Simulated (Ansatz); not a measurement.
# Zn (Im-3m) in Ansatz: further runs

One crystal, Zn, is run at these levels: r2SCAN+D3(BJ), r2SCAN0; tasks: electron localisation function, single point.

All numbers are computed with Ansatz 0.2.0; they aren't measurements. Logs are shortened: lines on timing, memory, paths and dates and some standing lists are left out, and cuts for length are marked.

### Step 1. The undisturbed crystal

The structure is cubic, space group Im-3m (No. 229). The conventional cell has a = 3.138 Å, b = 3.138 Å, c = 3.138 Å, α = 90.00°, β = 90.00°, γ = 90.00°. Zn (site symmetry m-3m) is surrounded by 8 Zn at 2.72 Å.

This isn't the form of Zn at room conditions, which is hcp.

### Step 2. Electron localisation function, r2SCAN+D3(BJ) (cell strained at random at fixed volume)

Input file input.yaml:

```yaml
crystal:
  lattice:
    - [-1.626958, 1.596273, 1.604007]
    - [1.528371, -1.614676, 1.523823]
    - [1.589008, 1.576726, -1.62241]
  atoms:
    - { symbol: Zn, position_ang: [0.0, 0.0, 0.0] }
hamiltonian:
  xc: r2scan
  pseudopotentials: { kind: paw, source: ansatz }
  dispersion: d3bj
kpoints:
  mp_grid: { grid: [9, 9, 9] }
scf:
  occupations: { method: methfessel_paxton, width: 0.025 }
output:
  forces: true
  stress: true
  eigenvalues: true
  write_density: true
  write_potential: true
  elf: true
  volumetric_format: npy
```

Potentials or basis: Ansatz PAW earlier set.

Run with:

```sh
> ansatz run input.yaml --threads 1 --pin off --max-ram 2560MiB --backend cpu --events-out ev --progress --plain --runs-dir out
```

Log:

```text
Warning: the engine holds no damping parameters fitted to this dispersion correction and functional, so the run takes those fitted to r2scan beside the three-body term, which d3bj leaves out (hamiltonian.dispersion, under Limitations)
Warning: RAYON_NUM_THREADS=1 ignored (pool sized by the plan → 1); use --threads N
Engine: ansatz 0.2.0, aarch64-unknown-linux-gnu
Pseudopotentials: kind: paw
Pseudopotential: Zn, paw, valence charge 20, recommended cutoff 660 eV (normal), Zn.paw.azcp
Functional definition: r2SCAN
  parameter k0 = 0.174
  parameter k1 = 0.065
  parameter a1 = 4.9479
  exchange = r2scan_x(k0 = k0, k1 = k1, a1 = a1)
  correlation = r2scan_c
Crystal: 1 atoms, lattice volume = 15.451 Å³
Basis set: ecut = 660 eV, 601 PW (Γ), exchange–correlation on 96×96×96 points (64 copies of the dense FFT grid, shifted against one another)
Bands: 14, of which v1, the nominal top of the filled ones, is band 10 counted from 1 (9 counted from 0)
Symmetry: 2 space group operations
Space group: P-1 (ITA 2), of the structure as read, at distance tolerance 2.5e-5 Å
k-points: 365 of 729
Non-local potential: Zn, projectors of the file, l = 0: 3, l = 1: 3, l = 2: 3, l = 3: 1
PAW form: soft (Blöchl's): semilocal exchange-correlation on the pseudo side does not see the compensation charge
PAW frozen core: Zn, regenerated for the run's functional (the file was generated under x = pbe(κ = 0.804, μ = 0.2195149727645171), c = pbe(β = 0.06672455060314922))
PAW one-centre angular grid: Zn, 590 points (default); XC on 224 Gauss nodes
Initial density: superposition of atomic densities (chi_scale 0.1, normalization cell)
Initial wavefunctions: pseudopotential atomic-orbital guess
Functional: x = r2scan, c = r2scan; τ floored in thin density (d = 2e-4 eV/Å³)
iter 1 solved again at ethr=7.72e-4 eV; its pass at ethr=3.10e-3 eV (dr2=1.54e-1 eV) is discarded
SCF iter   1: F=—  HF=-7489.776834 eV  |F-HF|=—  |Δ(HF+E_count)|=         —  Δρ=3.07e-2  dr2=1.54e-1  dr2_τ=2.95e-3  ethr=7.72e-4  ⟨swp⟩=1.0  Hψ=33410  notcnv=0
preconditioner: auto → none  [metal: Δε(μ)=0.009 eV  Ē_g=17.500 eV  σ=0.025 eV  W_gap=0.30  n_scr=8 (ndim 8)  ℏωp=32.7 eV  f_vac=0.000  D(μ)=0.46/eV (n_scr^D=0)  sad-step TF]
SCF iter   2: F=—  HF=-7489.763892 eV  |F-HF|=—  |Δ(HF+E_count)|=   1.29e-2  S|Δr|=    0.00e0  Δρ=2.03e-2  dr2=3.85e-2  dr2_τ=1.60e-3  ethr=7.72e-4  ⟨swp⟩=2.1  Hψ=8272  notcnv=0
SCF iter   3: F=—  HF=-7489.784502 eV  |F-HF|=—  |Δ(HF+E_count)|=   2.06e-2  S|Δr|=    0.00e0  Δρ=7.54e-3  dr2=9.21e-3  dr2_τ=1.27e-3  ethr=1.92e-4  ⟨swp⟩=3.0  Hψ=12919  notcnv=0
SCF iter   4: F=—  HF=-7489.788932 eV  |F-HF|=—  |Δ(HF+E_count)|=   4.43e-3  S|Δr|=    0.00e0  Δρ=2.12e-3  dr2=2.89e-4  dr2_τ=1.62e-5  ethr=4.60e-5  ⟨swp⟩=2.1  Hψ=8822  notcnv=0  defer=1
SCF iter   5: F=—  HF=-7489.789243 eV  |F-HF|=—  |Δ(HF+E_count)|=   3.12e-4  S|Δr|=    0.00e0  Δρ=1.86e-4  dr2=2.52e-6  dr2_τ=2.34e-7  ethr=1.45e-6  ⟨swp⟩=2.0  Hψ=10246  notcnv=0  defer=2
SCF iter   6: F=—  HF=-7489.789233 eV  |F-HF|=—  |Δ(HF+E_count)|=   1.03e-5  S|Δr|=    0.00e0  Δρ=2.14e-5  dr2=3.78e-8  dr2_τ=2.72e-9  ethr=5.00e-10  ⟨swp⟩=6.3  Hψ=34605  notcnv=0
SCF iter   7: F=-7489.789233 eV  HF=-7489.789233 eV  |F-HF|=9.04e-10  |Δ(HF+E_count)|=   9.80e-8  S|Δr|=    0.00e0  Δρ=2.93e-6  dr2=8.26e-10  dr2_τ=5.86e-11  ethr=1.89e-10  ⟨swp⟩=4.4  Hψ=24986  notcnv=0
SCF 1 converged in 7 iterations: F = -7489.789233 eV  dr2 = 8.26e-10
SCF converged after 7 iterations
Stability not checked: this state was not tested for a lower state beside it, because cold or Methfessel-Paxton smearing, or corrected tetrahedra, fill the levels in a way that the test cannot read (fill_not_monotonic; see scf.lower_state_search)
Free energy (F): -7489.789233 eV
Harris-Foulkes:  -7489.789233 eV  (|F-HF|=9.04e-10)
Internal energy: -7489.789211 eV  (E = F + TS)
E sigma→0 (E₀):  -7489.789228 eV
Entropy (-TS):   -0.000022 eV (-0.022 meV/atom)
Fermi energy:    13.685280 eV
Step filling:    the computed levels leave a gap of 0.0001 eV = 0.0 smearing widths at the electron count; against every level under it full and every level over it empty, smearing changes F+E_penalty+E_count by -0.037 meV and its σ→0 estimate by -0.031 meV
--- Per-component energies (eV) ---
  E_band       = -577.885593
  E_kinetic    = 544.116492
  E_local      = -6151.271728  (includes V_loc(G=0)·N_el)
  E_nonlocal   = 939.784745
  E_hartree    = 2365.446531
  E_xc         = -139.594977
  E_vxc        = -208.540337  (∫ρ·V_xc dr)
  E_paw        = -1709.521974  (= ΣΔE_a)
  E_vpaw       = -449.163404  (= ΣTr[D̂ρ^β])
  E_aug_tail   = 0.000116  (compensation charges beyond the density's cutoff)
  E_vtau       = 16.294693  (kinetic-family band-sum trace: ∫τ·v_τ [+ j·A + Jᵃ·Aᵃ] dr)
  E_ewald      = -3338.256056
  E_disp       = -0.187510  (pairwise vdW)
  E_core_change = -0.304850  (= ΣΔE_core)
  E_smearing   = -0.000022  (= −TS)
  E_closure    = -0.000000  (closes the sum)
  Σ components = -7489.789233   (vs F -7489.789233, Δ=0.00e0)
--- Forces (eV/Å), atoms counted from 1 ---
  atom   1  Zn     0.00000000     0.00000000     0.00000000
  max |Σ_I F_I| component: 0.00e0 eV/Å
--- Stress (GPa, compression-positive) ---
       -5.543819       1.396197      -1.019841
        1.396197      -6.563763       0.368105
       -1.019841       0.368104      -5.540886
  P = ⅓ Tr σ = -5.8828 GPa (-58.828 kbar)
--- Band table (eV; the first three rows and the last of 365) ---
  k-point 0: bands = ["-117.2647", "-69.7871", "-69.7850", "-69.7844", "2.7196", "5.3808", "5.5317", "5.6084", "6.0099", "6.0456", "32.3195", "33.0337", "34.2649", "34.2783"]
  k-point 1: bands = ["-117.2644", "-69.7887", "-69.7862", "-69.7856", "3.1363", "5.4266", "5.5378", "5.6324", "5.9769", "6.0333", "29.6278", "30.5354", "31.8201", "32.7568"]
  k-point 2: bands = ["-117.2636", "-69.7963", "-69.7882", "-69.7861", "4.2511", "5.4153", "5.6329", "5.8364", "5.9298", "6.0231", "23.7918", "28.0546", "29.7440", "30.9051"]
  k-point 364: bands = ["-117.2630", "-69.8005", "-69.7920", "-69.7877", "5.1520", "5.2983", "5.5825", "5.9918", "6.0494", "7.8362", "19.5247", "21.6230", "22.5894", "36.6831"]
```

Run time: 23 s. Hardware: 1 thread of Arm Neoverse V1, shared host; peak memory 0.43 GiB.

What came out:

- Free energy: -7489.7892 eV
- Pressure: -5.9 GPa
- Band gap on the k mesh: none (metal or under the smearing width)

Stress tensor (GPa, compression positive):
```
-5.54  1.40 -1.02
 1.40 -6.56  0.37
-1.02  0.37 -5.54
```

Levels at points of the mesh, in eV from the Fermi level:
```tsv
k point	band 8	band 9	band 10	band 11	band 12	band 13
(0.00, 0.00, 0.00)	-8.08	-7.68	-7.64	18.63	19.35	20.58
```

Caveat: pairwise dispersion overbinds metals, which lowers pressure and volume; the PAW data sets come from PBE, with cores solved anew for the run's functional, which leaves a small shift of forces and pressure; the dispersion damping was fitted for another functional or another form of the correction.

### Step 3. Single point, r2SCAN0 (volume scaled by 0.8)

Input file input.yaml:

```yaml
crystal:
  lattice: { a: 2.91312985, b: 2.91312985, c: 2.91312985, alpha: 90.0, beta: 90.0, gamma: 90.0 }
  space_group: 229
  reduce_to_primitive: true
  atoms:
    - { symbol: Zn, wyckoff: "2a", position: [0.0, 0.0, 0.0] }
hamiltonian:
  xc: r2scan0
  pseudopotentials: { kind: nc, accuracy: stringent }
kpoints:
  mp_grid: { grid: [8, 8, 8] }
scf:
  occupations: { method: cold, width: 0.1 }
output:
  forces: true
  stress: true
  eigenvalues: true
  write_density: true
  write_potential: true
  elf: true
  volumetric_format: npy
```

Potentials or basis: PseudoDojo stringent (PBE files).

Run with:

```sh
> ansatz run input.yaml --threads 1 --pin off --max-ram 2560MiB --backend cpu --events-out ev --progress --plain --runs-dir out
```

Log:

```text
Warning: The stringent table, which hamiltonian.pseudopotentials names, holds the potential of the library's standard table for Zn (one content_sha256, or a second file that the publisher made of the same generator input, which states another). The run takes no other species from the library, so that hamiltonian.pseudopotentials.accuracy: standard would change no potential of it. The deck needs no change, but a comparison with a run at hamiltonian.pseudopotentials.accuracy: standard does not test the potential of Zn. With hamiltonian.pseudopotentials.accuracy and source left out a run reads another potential of Zn, from this project's own files. To test it, run on another potential, such as that of hamiltonian.pseudopotentials: {kind: paw}
Warning: hamiltonian.xc reads the kinetic-energy density τ on the library's norm-conserving files, and those of Zn were made for PBE. This build holds files of Zn that were made for r²SCAN, which a deck under this functional can read where it names no table (hamiltonian.pseudopotentials.accuracy or source), types no xc_functional and has no exact exchange, max_exx_coeff or level of output.embedding that keeps them out. To compare such runs, type hamiltonian.pseudopotentials: {kind: paw, frozen_core: stored} on both or, where PAW refuses one, {kind: nc, accuracy: standard}
Warning: output.stress: scf.convergence.dr2_threshold = 1e-7 eV (the SCF's general default) is looser than the 1e-10 eV advised for a printed stress (1e-10 eV for each atom of the cell: 1). What an SCF threshold leaves in a stress goes as its square root, and in the free energy as the threshold itself, and one threshold admits the most on a small cell: of the crystals measured, under no hybrid functional and no lock of the moments, on runs that ended without the residual-converged pass, on stresses that held no estimate of that error, the worst erred by over 100 MPa in a component at 1e-7 eV an atom and by under 5 at 1e-10. Set scf.convergence.dr2_threshold to 1e-10 eV or tighter. The threshold is an SCF's pass mark: one that does not reach it within its budget of iterations ends unconverged, or closes short of it on a stop that the run arms, and scf.convergence.dr2_threshold's page says what that costs each kind of run
Warning: output.stress: scf.exx.energy_threshold = 1e-6 eV is looser than the 1e-8 eV advised for a stress under a hybrid functional (1e-8 eV for each atom of the cell: 1). Every SCF of the exchange loop can meet its threshold on dr2 while the loop round them stops early: no threshold on dr2 bounds what that leaves in the stress. Set scf.exx.energy_threshold to 1e-8 eV or tighter. The threshold is the loop's pass mark: a loop that does not reach it within its budget of cycles ends unconverged, and scf.exx.energy_threshold's page has the law
Warning: RAYON_NUM_THREADS=1 ignored (pool sized by the plan → 1); use --threads N
crystal.space_group: 229 is read as Im-3m: the typed cell holds Zn2 (Zn 2a). Least distances (Å): Zn–Zn 2.523
[... 99 lines left out ...]
  atom   1  Zn    -0.00000000    -0.00000000     0.00000000
  max |Σ_I F_I| component: 1.54e-30 eV/Å
--- Stress (GPa, compression-positive) ---
       19.932322       0.000000      -0.000000
        0.000000      19.932322       0.000000
       -0.000000      -0.000000      19.932322
  P = ⅓ Tr σ = 19.9323 GPa (199.323 kbar)
--- Band table (eV; the first three rows and the last of 29) ---
  k-point 0: bands = ["-118.3434", "-69.6330", "-69.6330", "-69.6330", "4.6158", "7.9666", "7.9666", "7.9666", "8.7298", "8.7298", "43.6522", "43.6522", "43.6522", "45.3506"]
  k-point 1: bands = ["-118.3422", "-69.6423", "-69.6364", "-69.6329", "5.2704", "7.8938", "7.9847", "8.1461", "8.6699", "8.7358", "37.6016", "41.2133", "41.6139", "41.8418"]
  k-point 2: bands = ["-118.3394", "-69.6651", "-69.6448", "-69.6325", "6.7494", "7.7197", "8.4217", "8.6000", "8.6287", "8.7555", "30.2509", "38.0108", "38.0350", "39.9155"]
  k-point 28: bands = ["-118.3291", "-69.6841", "-69.6841", "-69.6841", "7.0126", "7.0126", "9.1934", "9.1934", "9.1934", "25.0773", "25.0773", "25.0773", "29.8793", "29.8793"]
```

rho_z.tsv:

```text
# z_ang	rho[e/angstrom^3]
# format = ansatz-planar-average/11
# lattice	-1.456564925	1.456564925	1.456564925
# lattice	1.456564925	-1.456564925	1.456564925
# lattice	1.456564925	1.456564925	-1.456564925
# sites	1
# site	30	0.000000000	0.000000000	0.000000000
0.000000	3.956045e0
0.084095	3.919138e0
0.168190	3.779686e0
0.252284	3.477347e0
0.336379	2.982606e0
0.420474	2.347943e0
0.504569	1.695709e0
0.588664	1.147762e0
0.672759	7.621921e-1
0.756853	5.269563e-1
0.840948	3.961621e-1
0.925043	3.256730e-1
1.009138	2.869213e-1
1.093233	2.651454e-1
1.177327	2.537561e-1
1.261422	2.501786e-1
1.345517	2.537561e-1
1.429612	2.651454e-1
1.513707	2.869213e-1
1.597801	3.256730e-1
1.681896	3.961621e-1
1.765991	5.269563e-1
1.850086	7.621921e-1
1.934181	1.147762e0
2.018276	1.695709e0
2.102370	2.347943e0
2.186465	2.982606e0
2.270560	3.477347e0
2.354655	3.779686e0
2.438750	3.919138e0
```

v_z.tsv:

```text
# z_ang	v_es[eV]	v_tot[eV]
# format = ansatz-planar-average/11
# xc	r2scan0
# density_cutoff_ev	4571.512888
# datasets	Zn=:simpson_from_first_knot
# lattice	-1.456564925	1.456564925	1.456564925
# lattice	1.456564925	-1.456564925	1.456564925
# lattice	1.456564925	1.456564925	-1.456564925
# sites	1
# site	30	0.000000000	0.000000000	0.000000000
0.000000	-3.548039e0	-1.852131e1
0.084095	-3.141097e0	-1.799674e1
0.168190	-1.954086e0	-1.647358e1
0.252284	-8.650974e-2	-1.410644e1
0.336379	2.266984e0	-1.113572e1
0.420474	4.830961e0	-7.829745e0
0.504569	7.335362e0	-4.476282e0
0.588664	9.589652e0	-1.351523e0
0.672759	1.151722e1	1.378747e0
0.756853	1.312115e1	3.626155e0
0.840948	1.443099e1	5.330780e0
0.925043	1.547488e1	6.562187e0
1.009138	1.627769e1	7.496689e0
1.093233	1.684754e1	8.173633e0
1.177327	1.717954e1	8.520326e0
1.261422	1.728638e1	8.605718e0
1.345517	1.717954e1	8.520326e0
1.429612	1.684754e1	8.173633e0
1.513707	1.627769e1	7.496689e0
1.597801	1.547488e1	6.562187e0
1.681896	1.443099e1	5.330780e0
1.765991	1.312115e1	3.626155e0
1.850086	1.151722e1	1.378747e0
1.934181	9.589652e0	-1.351523e0
2.018276	7.335362e0	-4.476282e0
2.102370	4.830961e0	-7.829745e0
2.186465	2.266984e0	-1.113572e1
2.270560	-8.650974e-2	-1.410644e1
2.354655	-1.954086e0	-1.647358e1
2.438750	-3.141097e0	-1.799674e1
```

It took 42 s on 1 thread of Arm Neoverse V1, shared host; peak memory 0.8 GiB.

Results:

```
Free energy            : -5675.3786 eV
Pressure               : 19.9 GPa
Band gap on the k mesh : none (metal or under the smearing width)
```

Caveat: the k mesh is coarse (spacing up to 0.38 Å⁻¹), so the values aren't converged, least of all with exact exchange; the meta-GGA runs on potentials made for a GGA; the potentials were made for another functional, which shifts forces and pressure; the thresholds are loose for stress.
